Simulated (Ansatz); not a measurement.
Reaction (hydrogen abstraction from the Si–H bond): `[SiH3][SiH2][SiH3]` + `F[C](F)F`• → `[SiH2][SiH2][SiH3]`• + `FC(F)F`

Isolated molecules relaxed with PBE0-D4/def2-TZVP in Ansatz; ΔE leaves out vibrations. CBS: MP2 limit from def2 TZ/QZ plus the TZ coupled-cluster correction, frozen cores. This one scheme is used for every species. DFT in def2-TZVPP. B3LYP here is the variant with VWN-RPA as its local correlation; programs differ in this. HSE06 is defined as in plane-wave codes. No spin–orbit coupling; open shells (•) take unrestricted orbitals.

| level | ΔE (kJ/mol) |
| --- | --- |
| LDA (SPW92) | -86.9 |
| PBE-D4 | -79.5 |
| HSE06-D4 | -81.1 |
| PBE-QIDH | -83.4 |
| B3LYP | -75.1 |
| r2SCANh | -75.8 |
| CCSD/def2-SVP | -82.9 |
| SCS-MP2/def2-QZVPP | -86.5 |

**Question.** What does CCSD(T)/CBS give? (Best estimate.)

**Answer.** Ansatz gave: -85.2 kJ/mol. The listed levels differ from it by -1.7, 5.7, 4.1, 1.8, 10.1, 9.4, 2.3, -1.3 kJ/mol.

Largest T1 diagnostic among the species: 0.015.

In def2-TZVPP, CCSD(T) changes the Hartree–Fock value by −20.8 kJ/mol (the triples alone add −0.7 kJ/mol) and MP2 by −25.0 kJ/mol. Leaving LDA and LC-ωPBE aside and taking each functional with its dispersion term where it has one, the values, not all of them listed here, spread over 10.1 kJ/mol, from B97M-V to BLYP-D4. LDA lies −8.0 kJ/mol from PBE without D4.

CCSD(T)/CBS has its own doubt, a few kJ/mol and more with outer-core shells, so smaller differences from it don't rank the levels.
